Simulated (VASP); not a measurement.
# Sb2Pt (Geversite) (Pa-3) in VASP: a series of runs

One crystal, Sb2Pt (Geversite), is run at these levels: LDA, PBEsol, PBE+D3(BJ); tasks: relaxation of cell and atoms.

All numbers are computed with VASP 6.6.1; they aren't measurements. Logs are shortened: lines on timing, memory, paths and dates and some standing lists are left out, and cuts for length are marked.

## 1. The crystal as given

It takes space group Pa-3 (No. 205, cubic). Conventional cell: a = 6.442 Å, b = 6.442 Å, c = 6.442 Å, α = 90.00°, β = 90.00°, γ = 90.00°. Pt (site symmetry -3) has 6 Sb at 2.67 Å as nearest neighbours. Around Sb (site symmetry 3) lie 3 Pt at 2.67 Å and 1 Sb at 2.78 Å.

## 2. Relaxation of cell and atoms, LDA

INCAR reads:

```
  PREC = Accurate
  ENCUT = 600
  EDIFF = 1E-6
  ISMEAR = -1
  SIGMA = 0.05
  LREAL = F
  LASPH = T
  NELM = 80
  ALGO = Normal
  ISIF = 3
  LWAVE = F
  LCHARG = F
  IBRION = 2
  NSW = 40
  EDIFFG = -0.02
  KPAR = 4
```

KPOINTS reads:

```
Automatic mesh
0
Gamma
  4 4 4
```

POSCAR reads:

```
Sb2Pt
1.0
    6.4423000000      0.0000000000      0.0000000000
    0.0000000000      6.4423000000      0.0000000000
    0.0000000000      0.0000000000      6.4423000000
Pt Sb
4 8
Direct
    0.0000000000      0.5000000000      0.5000000000
    0.5000000000      0.5000000000      0.0000000000
    0.5000000000      0.0000000000      0.5000000000
    0.0000000000      0.0000000000      0.0000000000
    0.3753000000      0.1247000000      0.8753000000
    0.1247000000      0.8753000000      0.3753000000
    0.8753000000      0.3753000000      0.1247000000
    0.6247000000      0.6247000000      0.6247000000
    0.6247000000      0.8753000000      0.1247000000
    0.8753000000      0.1247000000      0.6247000000
    0.1247000000      0.6247000000      0.8753000000
    0.3753000000      0.3753000000      0.3753000000
```

Potentials or basis: VASP PAW LDA potentials, release 64 (Pt, Sb).

The run is started by

```
$ cat potpaw_LDA.64/Pt/POTCAR potpaw_LDA.64/Sb/POTCAR > POTCAR
$ mpirun -np 4 vasp_std > vasp.out
```

OUTCAR:

```text
PREC = Accurate
   ENCUT = 600
   EDIFF = 1E-6
   ISMEAR = -1
   LREAL = F
   LASPH = T
   NELM = 80
   ISIF = 3
   IBRION = 2
   NSW = 40
   EDIFFG = -0.02

 ion  position               nearest neighbor table
   1  0.000  0.500  0.500-   6 2.67   7 2.67   8 2.67  10 2.67  11 2.67  12 2.67
   2  0.500  0.500  0.000-   5 2.67   7 2.67   8 2.67   9 2.67  11 2.67  12 2.67
   3  0.500  0.000  0.500-   5 2.67   6 2.67   8 2.67   9 2.67  10 2.67  12 2.67
   4  0.000  0.000  0.000-   5 2.67   6 2.67   7 2.67   9 2.67  10 2.67  11 2.67
   5  0.375  0.125  0.875-   2 2.67   3 2.67   4 2.67   9 2.78  10 3.60  11 3.60  12 3.60  12 3.60
                            11 3.60  10 3.60
   6  0.125  0.875  0.375-   1 2.67   3 2.67   4 2.67  10 2.78   9 3.60  11 3.60  12 3.60  11 3.60
                            12 3.60   9 3.60
   7  0.875  0.375  0.125-   1 2.67   2 2.67   4 2.67  11 2.78  10 3.60   9 3.60  12 3.60  10 3.60
                             9 3.60  12 3.60
   8  0.625  0.625  0.625-   1 2.67   2 2.67   3 2.67  12 2.78  10 3.60  11 3.60   9 3.60   9 3.60
                            10 3.60  11 3.60
   9  0.625  0.875  0.125-   2 2.67   3 2.67   4 2.67   5 2.78   6 3.60   7 3.60   8 3.60   8 3.60
                             7 3.60   6 3.60
  10  0.875  0.125  0.625-   1 2.67   3 2.67   4 2.67   6 2.78   5 3.60   7 3.60   8 3.60   7 3.60
                             8 3.60   5 3.60
  11  0.125  0.625  0.875-   1 2.67   2 2.67   4 2.67   7 2.78   6 3.60   5 3.60   8 3.60   6 3.60
                             5 3.60   8 3.60
  12  0.375  0.375  0.375-   1 2.67   2 2.67   3 2.67   8 2.78   6 3.60   7 3.60   5 3.60   5 3.60
                             6 3.60   7 3.60

  LATTYP: Found a simple cubic cell.
 ALAT       =     6.4423000000

  Lattice vectors:

 A1 = (   6.4423000000,   0.0000000000,   0.0000000000)
 A2 = (   0.0000000000,   6.4423000000,   0.0000000000)
 A3 = (   0.0000000000,   0.0000000000,   6.4423000000)

Analysis of symmetry for initial positions (statically):
=====================================================================
 Subroutine PRICEL returns:
 Original cell was already a primitive cell.

 Routine SETGRP: Setting up the symmetry group for a
 simple cubic supercell.

 Subroutine GETGRP returns: Found 24 space group operations
 (whereof  6 operations were pure point group operations)
 out of a pool of 48 trial point group operations.

The static configuration has the point symmetry S_6 .
 The point group associated with its full space group is T_h .

Analysis of symmetry for dynamics (positions and initial velocities):
=====================================================================
 Subroutine PRICEL returns:
 Original cell was already a primitive cell.

 Routine SETGRP: Setting up the symmetry group for a
 simple cubic supercell.

 Subroutine GETGRP returns: Found 24 space group operations
 (whereof  6 operations were pure point group operations)
 out of a pool of 48 trial point group operations.

The dynamic configuration has the point symmetry S_6 .
 The point group associated with its full space group is T_h .

 Subroutine INISYM returns: Found 24 space group operations
 (whereof  6 operations are pure point group operations),
 and found     1 'primitive' translations

----------------------------------------------------------------------------------------

                                     Primitive cell

  volume of cell :     267.3763

  direct lattice vectors                    reciprocal lattice vectors
     6.442300000  0.000000000  0.000000000     0.155224066  0.000000000  0.000000000
     0.000000000  6.442300000  0.000000000     0.000000000  0.155224066  0.000000000
     0.000000000  0.000000000  6.442300000     0.000000000  0.000000000  0.155224066

  length of vectors
     6.442300000  6.442300000  6.442300000     0.155224066  0.155224066  0.155224066

  position of ions in fractional coordinates (direct lattice)
     0.000000000  0.500000000  0.500000000
     0.500000000  0.500000000  0.000000000
     0.500000000  0.000000000  0.500000000
     0.000000000  0.000000000  0.000000000
     0.375300000  0.124700000  0.875300000
     0.124700000  0.875300000  0.375300000
     0.875300000  0.375300000  0.124700000
     0.624700000  0.624700000  0.624700000
     0.624700000  0.875300000  0.124700000
     0.875300000  0.124700000  0.624700000
     0.124700000  0.624700000  0.875300000
     0.375300000  0.375300000  0.375300000

  ion indices of the primitive-cell ions
   primitive index   ion index
                 1           1
                 2           2
                 3           3
                 4           4
                 5           5
                 6           6
                 7           7
                 8           8
                 9           9
                10          10
                11          11
                12          12

----------------------------------------------------------------------------------------

 KPOINTS: Automatic mesh

Automatic generation of k-mesh.
 Grid dimensions read from file:
 generate k-points for:    4    4    4

 Generating k-lattice:

  Cartesian coordinates                     Fractional coordinates (reciprocal lattice)
     0.038806016  0.000000000  0.000000000     0.250000000  0.000000000  0.000000000
     0.000000000  0.038806016  0.000000000     0.000000000  0.250000000  0.000000000
     0.000000000  0.000000000  0.038806016     0.000000000  0.000000000  0.250000000

  Length of vectors
     0.038806016  0.038806016  0.038806016

  Shift w.r.t. Gamma in fractional coordinates (k-lattice)
     0.000000000  0.000000000  0.000000000

 Subroutine IBZKPT returns following result:
 ===========================================

 Found     11 irreducible k-points:

 Following reciprocal coordinates:
            Coordinates               Weight
  0.000000  0.000000  0.000000      1.000000
  0.250000  0.000000  0.000000      6.000000
  0.500000  0.000000  0.000000      3.000000
  0.250000  0.250000  0.000000     12.000000
  0.500000  0.250000  0.000000      6.000000
 -0.250000  0.500000  0.000000      6.000000
  0.500000  0.500000  0.000000      3.000000
  0.250000  0.250000  0.250000      8.000000
  0.500000  0.250000  0.250000     12.000000
  0.500000  0.500000  0.250000      6.000000
  0.500000  0.500000  0.500000      1.000000
   k-points           NKPTS =     11   k-points in BZ     NKDIM =     11   number of bands    NBANDS=     48
   number of dos      NEDOS =    301   number of ions     NIONS =     12
   total plane-waves  NPLWV = 157464
   dimension x,y,z NGX =    54 NGY =   54 NGZ =   54
   dimension x,y,z NGXF=   108 NGYF=  108 NGZF=  108
   ions per type =               4   8
   NGX,Y,Z   is equivalent  to a cutoff of  13.93, 13.93, 13.93 a.u.
   NGXF,Y,Z  is equivalent  to a cutoff of  27.87, 27.87, 27.87 a.u.
 SYSTEM =  unknown system
   PREC   = accura    normal or accurate (medium, high low for compatibility)
   ISTART =      0    job   : 0-new  1-cont  2-samecut
   ICHARG =      2    charge: 1-file 2-atom 10-const
   ISPIN  =      1    spin polarized calculation?
   LNONCOLLINEAR =      F non collinear calculations
   LSORBIT =      F    spin-orbit coupling
   LASPH  =      T    aspherical Exc in radial PAW
   ENCUT  =  600.0 eV  44.10 Ry    6.64 a.u.  12.87 12.87 12.87*2*pi/ulx,y,z
   NELM   =     80;   NELMIN=  2; NELMDL= -5     # of ELM steps
   EDIFF  = 0.1E-05   stopping-criterion for ELM
   LREAL  =      F    real-space projection
   EDIFFG = -.2E-01   stopping-criterion for IOM
   NSW    =     40    number of steps for IOM
   IBRION =      2    ionic relax: 0-MD 1-quasi-New 2-CG
   NFREE  =      1    steps in history (QN), initial steepest desc. (CG)
   ISIF   =      3    stress and relaxation
   ISYM   =      2    0-nonsym 1-usesym 2-fastsym
   POTIM  = 0.5000    time-step for ionic-motion
   TEBEG  =    0.0;   TEEND  =   0.0 temperature during run
   PSTRESS=    0.0 pullay stress
   NELECT =      80.0000    total number of electrons
   NUPDOWN=      -1.0000    fix difference up-down
   EMIN   =  10.00;   EMAX   =-10.00  energy-range for DOS
   EFERMI =   0.00;   METHOD = LEGACY
   ISMEAR =    -1;   SIGMA  =   0.05  broadening in eV -4-tet -1-fermi 0-gaus
   EFERMI_NEDOS =   21; number of points for ismear=-14 and -15
   IALGO  =     38    algorithm
   IMIX   =      4    mixing-type and parameters
     AMIX     =   0.40;   BMIX     =  1.00
     AMIX_MAG =   1.60;   BMIX_MAG =  1.00
  volume/ion in A,a.u.               =      22.28       150.36
  Fermi-wavevector in a.u.,A,eV,Ry     =   1.094957  2.069169 16.312456  1.198932
  Thomas-Fermi vector in A             =   2.231272
   LORBIT       =      0    0 simple, 1 ext, 2 COOP (PROOUT), +10 PAW based schemes
   GGA     = CA    functional components
   LHFCALC =     F    Hartree Fock is set to
   AEXX    =    0.0000 exact exchange contribution
   IVDW    =     0    specifies the selected vdW correction
   LEPSILON=     F    determine dielectric tensor
   LRPA    =     F    only Hartree local field effects (RPA)
 conjugate gradient relaxation of ions
 non-spin polarized calculation
  energy-cutoff  :      600.00
  volume of cell :      267.38
 maximum number of plane-waves:      9008
 NGX is ok and might be reduce to    54
   NGX = 25   NGY = 25   NGZ = 25

--------------------------------------- Ionic step        1  -------------------------------------------

 number of electron      80.0000005 magnetization

 Free energy of the ion-electron system (eV)
  ---------------------------------------------------
  ext. energy  EPLUGINS =         0.00000000
  ---------------------------------------------------
  free energy    TOTEN  =       -74.73722862 eV

  energy without entropy =      -74.71967381  energy(sigma->0) =      -74.72845121

------------------------ aborting loop because EDIFF is reached ----------------------------------------

  FORCE on cell =-STRESS in cart. coord.  units (eV):
  Direction    XX          YY          ZZ          XY          YZ          ZX
  --------------------------------------------------------------------------------------
  -------------------------------------------------------------------------------------
  Total       -1.2409033     -1.2409033     -1.2409033     -0.0000000     -0.0000000      0.0000000
  in kB       -7.4357657     -7.4357657     -7.4357657     -0.0000000     -0.0000000      0.0000000
  external PRESSURE =      -7.4357657 kB  Pullay stress =       0.0000000 kB
[... 123 lines left out ...]
  energy  without entropy=      -74.7258889197  energy(sigma->0) =      -74.73483106

--------------------------------------- Ionic step        4  -------------------------------------------

 number of electron      80.0000004 magnetization

 Free energy of the ion-electron system (eV)
  ---------------------------------------------------
  ext. energy  EPLUGINS =         0.00000000
  ---------------------------------------------------
  free energy    TOTEN  =       -74.74611814 eV

  energy without entropy =      -74.72817662  energy(sigma->0) =      -74.73714738

 E-fermi :   9.3561     XC(G=0): -11.1807

 val. band max:        9.3216484655   @ k =   0.0000   0.0000   0.0000
 cond. band min:       9.4090793867   @ k =   0.2500   0.0000   0.0000
 fundamental gap:      0.0874309212
 Fermi energy:         9.3561481079

 k-point     1 :       0.0000    0.0000    0.0000
  band No.  band energies     occupation
      1      -3.5441      2.00000
      2      -1.2447      2.00000
      3      -1.2447      2.00000
      4      -1.2447      2.00000
      5       0.2462      2.00000
      6       0.2462      2.00000
[... 589 lines left out ...]
  FREE ENERGIE OF THE ION-ELECTRON SYSTEM (eV)
  ---------------------------------------------------
  free  energy   TOTEN  =       -74.7461181379 eV

  energy  without entropy=      -74.7281766239  energy(sigma->0) =      -74.73714738

 reached required accuracy - stopping structural energy minimisation
```

Run time: 4.2 min. Hardware: 4 MPI ranks of Intel Xeon Platinum 8259CL at 2.50GHz (Skylake/Cascade Lake), shared host; peak memory 0.41 GiB.

What came out:

```yaml
Free_energy: -74.7461 eV
Relaxed_volume: 22.14 Å³/atom
Relaxed_cell: a = 6.428 Å, b = 6.428 Å, c = 6.428 Å, α = 90.00°, β = 90.00°, γ = 90.00°
Space_group_after_relaxing_to_0.05_Å: Pa-3 (No. 205)
Energy_gained_by_relaxing: 0.7 meV/atom
Ionic_steps: 4
Pressure_after_relaxing: 0.0 GPa
Largest_force_after_relaxing: 0.015 eV/Å
Band_gap_on_the_k_mesh: none (metal or under the smearing width)
```

Forces in eV/Å, atoms in the order of the input:
```
Pt   0.000  0.000  0.000
Pt   0.000  0.000  0.000
Pt   0.000  0.000  0.000
Pt   0.000  0.000  0.000
Sb  -0.009  0.009 -0.009
Sb   0.009 -0.009 -0.009
Sb  -0.009 -0.009  0.009
Sb   0.009  0.009  0.009
Sb   0.009 -0.009  0.009
Sb  -0.009  0.009  0.009
Sb   0.009  0.009 -0.009
Sb  -0.009 -0.009 -0.009
```

The path:
```csv
step,energy change (eV),largest force (eV/Å),pressure (GPa),volume (Å³)
1,0.0000,0.1363,-0.74,267.38
2,-0.0004,0.0513,1.14,263.39
3,-0.0065,0.0936,0.19,265.34
4,-0.0089,0.0148,0.03,265.65
```

Final structure:
```
Pt Sb
1.0
     6.42838    0.00000    0.00000
     0.00000    6.42838    0.00000
     0.00000    0.00000    6.42838
Pt Sb
4 8
Direct
  0.00000 0.50000 0.50000
  0.50000 0.50000 0.00000
  0.50000 0.00000 0.50000
  0.00000 0.00000 0.00000
  0.37455 0.12545 0.87455
  0.12545 0.87455 0.37455
  0.87455 0.37455 0.12545
  0.62545 0.62545 0.62545
  0.62545 0.87455 0.12545
  0.87455 0.12545 0.62545
  0.12545 0.62545 0.87455
  0.37455 0.37455 0.37455
```

The run has no spin-orbit coupling, so splittings on Pt, Sb are missing. Zero-point motion and thermal expansion aren't in these numbers.

(Continued in part 2 of 3.)
